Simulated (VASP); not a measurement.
Set up this calculation in VASP 6.6.1, as the native input.

```
Task                   : single point
Functional             : PBE
Potentials or basis    : VASP PAW PBE potentials, release 64 (Tc_pv)
Cutoff                 : 520 eV
k mesh                 : 12 × 12 × 12
Occupations            : fermi-dirac, width 0.05 eV
Spin                   : no spin polarisation
Dipole correction      : no
Further INCAR settings : ALGO = Normal; EDIFF = 1e-06; NBANDS = 12
```

The structure of Tc lies in POSCAR:

```
Tc
1.0
    0.0000000000      1.9101929120      1.9101929120
    1.9101929120      0.0000000000      1.9101929120
    1.9101929120      1.9101929120      0.0000000000
Tc
1
Direct
    0.0000000000      0.0000000000      0.0000000000
```

This isn't the form of Tc at room conditions, which is hcp.

The cell isn't the ideal one: volume scaled by 0.94.

These files were run (other wordings do the same):

INCAR

```
  PREC = Accurate
  ENCUT = 520
  EDIFF = 1E-6
  ISMEAR = -1
  SIGMA = 0.05
  LREAL = False
  LASPH = True
  NELM = 80
  ALGO = Normal
  ISIF = 2
  LWAVE = False
  LCHARG = False
  GGA = PE
  NBANDS = 12
```

KPOINTS

```
regular mesh
0
Gamma
  12 12 12
```

Potentials or basis: VASP PAW PBE potentials, release 64 (Tc_pv).

Launch:

```bash
$ cat potpaw_PBE.64/Tc_pv/POTCAR > POTCAR
$ mpirun -np 1 vasp_std > vasp.out
```

It gave:

The pressure is 12.3 GPa and the band gap on the k mesh is none (metal or under the smearing width).

It took 7.9 s on 1 thread of Intel(R) Xeon(R) Platinum 8488C (Sapphire Rapids), with other jobs on the host, peak memory 0.13 GiB.
